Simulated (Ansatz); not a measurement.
Working through an equation of state with a fit of RbCl, space group Fm-3m

With the Ansatz DFT code, driven from Python.

Run as a notebook:

In [1]:
```python
from dataclasses import dataclass

import ansatz as az
from ase.eos import EquationOfState
from ase.units import GPa
import numpy as np
```

In [2]:
```python
@dataclass
class Options:
    cutoff: int = 420
    filling: str = "fixed"
    xc: str = "pbe"
    kgrid: tuple[int, ...] = (5, 5, 5)
```

In [3]:
```python
settings = Options()

vectors0 = np.array([
    [0.0, 3.274, 3.274],
    [3.274, 0.0, 3.274],
    [3.274, 3.274, 0.0],
])
sites = [
    ("Rb", (0.0, 0.0, 0.0)),
    ("Cl", (0.5, 0.5, 0.5)),
]
```

In [4]:
```python
def on_lattice(cell):
    crystal = az.Crystal(lattice=az.Lattice.of(cell))
    for symbol, position in sites:
        crystal = crystal.atom(symbol, position)
    return crystal
```

In [5]:
```python
# uniform scaling of the cell
volumes, energies = [], []
for scale in np.linspace(0.9, 1.1, 9):
    cell = vectors0 * scale ** (1 / 3)
    setup = (
        on_lattice(cell).calculation()
        .basis(settings.cutoff)
        .occupations(settings.filling)
        .functional(settings.xc)
        .kpoints(*settings.kgrid)
    )
    report = setup.run(threads=1, backend="cpu").report
    volumes.append(abs(np.linalg.det(cell)) / len(sites))
    energies.append(report["free_energy_ev"] / len(sites))
    print(f"V = {volumes[-1]:8.4f} A^3/atom  F = {energies[-1]:.5f} eV/atom")
```
```text
V =  31.5848 A^3/atom  F = -2175.32273 eV/atom
V =  32.4622 A^3/atom  F = -2175.34127 eV/atom
V =  33.3395 A^3/atom  F = -2175.35568 eV/atom
V =  34.2169 A^3/atom  F = -2175.36650 eV/atom
V =  35.0943 A^3/atom  F = -2175.37421 eV/atom
V =  35.9716 A^3/atom  F = -2175.37923 eV/atom
V =  36.8490 A^3/atom  F = -2175.38190 eV/atom
V =  37.7263 A^3/atom  F = -2175.38253 eV/atom
V =  38.6037 A^3/atom  F = -2175.38138 eV/atom
```

In [6]:
```python
eos = EquationOfState(volumes, energies, eos="birchmurnaghan")
v0, e0, bulk = eos.fit()
print(f"V0 = {v0:.4f} A^3/atom, E0 = {e0:.5f} eV/atom, B = {bulk / GPa:.1f} GPa")
```
```text
V0 = 37.5804 A^3/atom, E0 = -2175.38255 eV/atom, B = 14.2 GPa
```

A third-order Birch-Murnaghan fit through the 9 points has its minimum at 37.58 Å³ an atom, 7.1 % above the typed cell, with a bulk modulus of 14 GPa and dB/dP = 5.0. From that minimum the energy rises by 59.8 meV an atom on the compressed side and 1.2 meV on the expanded side. The window is off centre, so dB/dP is rough.

Notes:
- Total energies depend on the potentials; only differences at equal settings carry meaning.
- The starting cell is as deposited in a crystallographic database; the results hold for this polymorph, which needn't be the stable one.
- It ran for 3.1 s on 1 thread of Intel(R) Xeon(R) 6975P-C (Granite Rapids) (shared host), peak memory 0.37 GiB.

(Lines on the test bed's own set-up are left out of the output.)
